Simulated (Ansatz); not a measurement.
BeO:
```
BeO
1.0
    2.69282     0.00000     0.00000
   -1.34641     2.33205     0.00000
    0.00000     0.00000     4.37282
Be O
2 2
Direct
  0.33333   0.66667   0.99990
  0.66667   0.33333   0.49990
  0.33333   0.66667   0.37760
  0.66667   0.33333   0.87760
```

x, y and z are the axes in which the lattice vectors are written.

Question: Give the proper piezoelectric stress tensor with relaxed ions from plane-wave PAW PBEsol (Ansatz code).

Answer: In C/m², rows x, y, z, Voigt columns; mesh uncertainty up to 0.00.
```
 0.00   0.00   0.00   0.00  -0.08   0.00
 0.00   0.00   0.00  -0.08   0.00   0.00
-0.23  -0.23   0.38   0.00   0.00   0.00
```

The elastic tensor of the same run (GPa):

```
 437   125  89.7   0.0   0.0   0.0
 125   437  89.7   0.0   0.0   0.0
89.7  89.7   475   0.0   0.0   0.0
 0.0   0.0   0.0   138   0.0   0.0
 0.0   0.0   0.0   0.0   138   0.0
 0.0   0.0   0.0   0.0   0.0   156
```

Question: Convert to strain constants d = e·S.

Answer: In pC/N:
```
 0.0   0.0   0.0   0.0  -0.6   0.0
 0.0   0.0   0.0  -0.6   0.0   0.0
-0.6  -0.6   1.0   0.0   0.0   0.0
```

Space group P6_3mc (wurtzite). The cell was relaxed with PBEsol under the symmetry of its start; phonons on a q-mesh show no instability.

Potentials: the later of the program's two PAW sets.
